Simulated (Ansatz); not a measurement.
# NiO: starts and ends of a spin-polarised SCF, part 3 of 3

Aim: see which self-consistent states NiO reaches from different starts at one fixed geometry, and which of them is lowest. System: NiO, its deposited structure (space group Fm-3m, primitive cell doubled); the cell holds 4 atoms. Source: COD entry 1010095.

Ansatz 0.2.0; DFT PBE+U, PAW, plane waves, scalar-relativistic; U − J = 5.8 eV on Ni d. The steps go on from the part before.

### 9 Parallel moments, Broyden mixing, no switch to direct minimisation

The input, input.yaml:

```yaml
crystal:
  lattice:
    - [4.18, 2.09, 2.09]
    - [2.09, 4.18, 2.09]
    - [2.09, 2.09, 4.18]
  atoms:
    - { symbol: Ni, position: [0.25, 0.25, 0.25], spin: 2.0 }
    - { symbol: Ni, position: [0.75, 0.75, 0.75], spin: 2.0 }
    - { symbol: O, position: [0.0, 0.0, 0.0] }
    - { symbol: O, position: [0.5, 0.5, 0.5] }
magnetization:
  spin_polarized: true
hamiltonian:
  xc: pbe
  pseudopotentials: { kind: paw }
  hubbard: { sites: [{ species: Ni, l: d, u_eff: 5.8 }] }
basis:
  ecutwfc: 420
kpoints:
  mp_grid: { grid: [8, 8, 8] }
scf:
  occupations: { method: gaussian, width: 0.05 }
  lower_state_search: "off"
  algorithm: density_mixing
  mixing: { algorithm: broyden, beta: 0.3 }
output:
  forces: true
  stress: true
```

The run is started by

```console
$ ansatz run input.yaml --threads 2 --pin off --max-ram 5120MiB --backend cpu --events-out ev --progress --plain --runs-dir out
```

The log of the run, shortened:

```text
[... 25 lines as in an earlier run ...]
Starting moments: Σ|m| = 4 μB on 2 of 4 sites
[... 2 lines as in an earlier run ...]
SCF iter   1: F=—  HF=-12811.775935 eV  |F-HF|=—  |Δ(HF+E_count)|=         —  Δρ=4.01e-1 (↑1.06e-1 ↓4.01e-1)  dr2=6.38e1  dr2_m=9.91e0  M=1.111 μB ∫|m|=1.112 μB  β_m=0.30  ethr=3.10e-3  ⟨swp⟩=5.4  Hψ=14962  notcnv=0  defer=3
[...]
[... 1 line as in an earlier run ...]
[...]
[... 1 line as in an earlier run ...]
[...]
Spin contamination: 0.0030 ħ² per cell (⟨S²⟩ above its minimum at these occupations)
Per-site moments (μB) at R_I (Å): [(1.714086952692225, 0.8621249999999999), (1.714086952692225, 0.8621249999999999), (0.21195829613170225, 0.8621249999999999), (0.21195829613170225, 0.8621249999999999)]
Free energy (F): -12809.464699 eV
[...]
E sigma→0 (E₀):  -12809.464699 eV
Fermi energy:    14.753027 eV
[... 28 lines left out: energy terms, forces, stress ...]
Occupation matrices written to <dir>
```

It took 8.4 s on 2 threads of Arm Neoverse V1, shared host; peak memory 0.43 GiB.

This is the state of step 2 again (ferromagnetic), after 15 iterations.

### 10 Parallel moments, spin not held back in the first iterations, no switch to direct minimisation

input.yaml: that of step 9 with these lines changed.

```diff
@@ -24,3 +24,3 @@
   algorithm: density_mixing
-  mixing: { algorithm: broyden, beta: 0.3 }
+  mixing: { spin_hold: "off" }
 output:
```

The run is started by

```console
$ ansatz run input.yaml --threads 2 --pin off --max-ram 5120MiB --backend cpu --events-out ev --progress --plain --runs-dir out
```

The log of the run, shortened:

```text
[... 25 lines as in an earlier run ...]
Starting moments: Σ|m| = 4 μB on 2 of 4 sites
[... 2 lines as in an earlier run ...]
SCF iter   1: F=—  HF=-12811.786390 eV  |F-HF|=—  |Δ(HF+E_count)|=         —  Δρ=3.99e-1 (↑1.07e-1 ↓3.99e-1)  dr2=6.42e1  dr2_m=9.55e0  M=1.144 μB ∫|m|=1.147 μB  β_m=0.30  ethr=3.10e-3  ⟨swp⟩=5.4  Hψ=14973  notcnv=0  defer=3
[...]
[... 1 line as in an earlier run ...]
[...]
Spin contamination: 0.0030 ħ² per cell (⟨S²⟩ above its minimum at these occupations)
Per-site moments (μB) at R_I (Å): [(1.7140858366359675, 0.8621249999999999), (1.7140858366359675, 0.8621249999999999), (0.21196299833839405, 0.8621249999999999), (0.21196299833839405, 0.8621249999999999)]
Free energy (F): -12809.464699 eV
[...]
E sigma→0 (E₀):  -12809.464699 eV
Fermi energy:    14.753068 eV
[... 28 lines left out: energy terms, forces, stress ...]
Occupation matrices written to <dir>
```

Wall time 9.5 s (2 threads of Arm Neoverse V1, shared host); peak memory 0.43 GiB.

The run ends in the same state as step 2 (ferromagnetic); it took 13 iterations.

### 11 The runs side by side

```
step  iterations  state  moments of Ni1 Ni2 O3 O4 (μB)  total (μB)  gap (eV)  pressure (GPa)  above lowest (meV/atom)
   2          13      2            1.71 1.71 0.21 0.21        4.00      2.05            12.6                     53.3
   3          12      1           1.66 -1.66 0.00 0.00        0.00      3.10             9.7                      0.0
   4          10      3            0.00 0.00 0.00 0.00        0.00      none            -1.9                     1015
   5          13      2            1.71 1.71 0.21 0.21        4.00      2.05            12.6                     53.3
   6          17      2            1.71 1.71 0.21 0.21        4.00      2.05            12.6                     53.3
   7          15      1           1.66 -1.66 0.00 0.00        0.00      3.10             9.7                      0.0
   8          17      1           -1.66 1.66 0.00 0.00        0.00      3.10             9.7                      0.0
   9          15      2            1.71 1.71 0.21 0.21        4.00      2.05            12.5                     53.3
  10          13      2            1.71 1.71 0.21 0.21        4.00      2.05            12.6                     53.3
```

States are numbered from the lowest. Starts by step: 2 parallel moments, plain SCF; 3 opposed moments +-, plain SCF; 4 no spin polarisation; 5 spin on, no moments given (the program may seed its own), plain SCF; 6 parallel moments scaled by 0.2, plain SCF; 7 moments +- scaled by 0.65, plain SCF; 8 a moment on one site alone, plain SCF; 9 parallel moments, Broyden mixing, no switch to direct minimisation; 10 parallel moments, spin not held back in the first iterations, no switch to direct minimisation.

The 9 runs of this session took 70 s in all, from 4.4 s to 10 s each.

Decimal logarithm of the largest residual (eV) by iteration, counted through all cycles of a run (7 of the 9 runs):

```
iteration  step 2  step 3  step 4  step 5  step 6  step 7  step 8
        1     1.8     1.8     1.9     1.9     1.9     1.8     1.8
        2     0.3     0.0     1.4     1.0    -0.1     0.0     0.1
        3    -0.3    -0.3    -0.4     0.2    -0.2    -0.4     0.4
        4     0.0     0.7    -1.7    -0.2    -0.6    -0.8     0.4
        5    -0.8    -0.5    -1.2     0.0    -0.1    -0.7     0.2
        7    -3.0    -1.4    -3.5    -1.1     0.3    -1.7    -0.3
        8    -3.8    -3.2    -4.1    -2.9     0.4    -2.2    -1.0
       10    -6.1    -5.1    -7.4    -4.3    -0.3    -2.5    -2.4
       11    -6.8    -5.6       -    -6.7    -1.0    -3.0    -3.4
       13   -10.4       -       -    -9.3    -3.1    -6.1    -4.5
       14       -       -       -       -    -4.1    -6.8    -6.0
       16       -       -       -       -    -6.9       -    -6.8
       17       -       -       -       -    -8.0       -    -7.7
```

### 12 Results

This closing draws on all 3 parts.

```
                      quantity                                                      value
               distinct states                                    3 from 9 converged runs
lowest state from plain starts                                          antiferromagnetic
                   its moments                                     Ni1 1.66, Ni2 -1.66 μB
                  total moment                                           0.00 μB per cell
             gap on the k-mesh                                                    3.10 eV
                      pressure                                                    9.7 GPa
                 largest force                                                 0.000 eV/Å
                    next state                        ferromagnetic, 53.3 meV/atom higher
                 highest state  non-magnetic (no spin polarisation), 1015 meV/atom higher
```

**Reading.** The 9 converged runs end in 3 distinct states. Switching spin polarisation off costs 1015 meV/atom in free energy, smearing entropy included. The best ferromagnetic state lies 53.3 meV/atom above the best antiferromagnetic one. These are lowest states among those tried, not proven ground states.
